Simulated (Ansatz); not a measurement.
# CdSe (zincblende type): how the settings move a single-point run

Question: which choices in the input matter for CdSe (zincblende type)?

Program: Ansatz 0.2.0. Level of theory: reference: DFT, PBEsol, PAW with Ansatz's default frozen-core files, scalar-relativistic. These are calculated values, not measurements.

### Step 1. The structure to begin with

It takes space group F-43m (No. 216, cubic). The conventional cell has a = 5.241 Å, b = 5.241 Å, c = 5.241 Å, α = 90.00°, β = 90.00°, γ = 90.00°. Cd (site symmetry -43m) has 4 Se at 2.27 Å as nearest neighbours. Se (site symmetry -43m) has 4 Cd at 2.27 Å as nearest neighbours.

As a file:

```xyz
2
Lattice="0.0000 2.6206 2.6206 2.6206 0.0000 2.6206 2.6206 2.6206 0.0000" Properties=species:S:1:pos:R:3 pbc="T T T"
Cd    0.0000    0.0000    0.0000
Se    1.3103    1.3103    1.3103
```

### Step 2. Baseline

Input file input.yaml:

```yaml
crystal:
  lattice:
    - [0.0, 2.6206194889, 2.6206194889]
    - [2.6206194889, 0.0, 2.6206194889]
    - [2.6206194889, 2.6206194889, 0.0]
  atoms:
    - { symbol: Cd, position: [0.0, 0.0, 0.0] }
    - { symbol: Se, position: [0.25, 0.25, 0.25] }
kpoints:
  mp_grid: { grid: [11, 11, 11] }
scf:
  occupations: { method: fermi_dirac, width: 0.08 }
hamiltonian:
  xc: pbesol
  pseudopotentials: { kind: paw }
output:
  forces: true
  stress: true
  eigenvalues: true
  populations: true
```

Run with:

```bash
ansatz run input.yaml --threads 1 --pin off --max-ram 2048MiB --backend cpu --events-out ev --progress --plain --runs-dir out
```

### Step 3. Changing settings: mixing.algorithm msr1, mixing.beta 0.5, preconditioner kerker_dos

Changes to input.yaml since step 2:

```diff
@@ -12,2 +12,3 @@
   occupations: { method: fermi_dirac, width: 0.08 }
+  mixing: { algorithm: msr1, beta: 0.5, preconditioner: kerker_dos }
 hamiltonian:
@@ -20 +21,5 @@
   populations: true
+  write_density: true
+  write_potential: true
+  elf: true
+  volumetric_format: npy
```

Q: Predict the outcome of this session. Wanted: for each run, ending; energy change; pressure; gap; force.

As calculated:

```
                                                                 run     ending  energy change  pressure (GPa)  gap (eV)  force (eV/Å)  cycles   time
                                                           reference  converged              0            66.1      1.15          0.00       6  4.5 s
1: mixing.algorithm msr1, mixing.beta 0.5, preconditioner kerker_dos  converged   0.0 meV/atom            66.1      1.15          0.00       6  5.1 s
```

Times don't compare one to one where runs were asked for different outputs or read a saved state (see the inputs); cycles may leave out searches for a lower state.

Residual by cycle in the longest SCF loop of each run; runs are numbered as in the table. The quantity is the density residual dr2, in eV.

```
cycle  reference    run 1
    1    0.00871  0.00871
    2     5.0e-4   5.0e-4
    3     4.0e-5   4.0e-5
    4     5.2e-6   5.2e-6
    5     5.4e-8   5.4e-8
    6     1.8e-9   1.8e-9
```

Energy and cycle count are those of the reference, so the change (mixing) left the result and the number of cycles as they were. The structure is not at rest: the sound run finds 66 GPa, so these are no properties of the relaxed crystal. 
